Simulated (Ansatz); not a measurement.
From formation energies to a reaction energy: Li3H2

These are results of Ansatz, DFT PBE, scalar-relativistic, plane waves, PAW, not measurements. Settings: cutoff 420 eV, Γ-centred meshes spaced at most about 0.3 Å⁻¹, and about 0.25 Å⁻¹ or finer for metals (2π included), Gaussian smearing. No spin polarisation.

The zero of energy is the elements' standard structures at the same level (H₂ as a molecule); no fitted shifts are applied.

Temperature and zero-point effects are left out. With hydrogen, zero-point motion can shift formation energies by some tens of meV/atom.

A trial structure of Li3H2 (reached from: Nb3Au2 type (I4/mmm); relaxed: space group I4/mmm (No. 139), a = 2.841 Å, c = 12.520 Å) has a formation energy of -0.246 eV/atom. At its composition the lowest mixture among the elements and 1 reference phase computed alike (others may be missing) consists of these:

| phase | source | ΔE_f (eV/atom) |
| --- | --- | --- |
| Li (solid) | element | -0.004 |
| LiH (Fm-3m) | textbook type | -0.417 |

The lowest database cell of Li (-0.004) lies slightly below the reference, hence the non-zero entry.

Task: Write the balanced decomposition and find its energy per atom, per formula unit and per mole of formula units.

Result: Balancing Li and H gives Li3H2 → Li + 2 LiH. The left side holds 5 atoms, and the products take 1/5 (Li) and 4/5 (LiH) of them. The mixture therefore lies at 1/5 × (-0.004) + 4/5 × (-0.417) = -0.334 eV/atom. The reaction energy is -0.334 − (-0.246) = -0.088 eV/atom. Times 5 atoms that is -0.440 eV per Li3H2, and times 96.485 it is -42 kJ per mole of Li3H2. Decomposition is downhill, so the trial structure is unstable against this mixture.
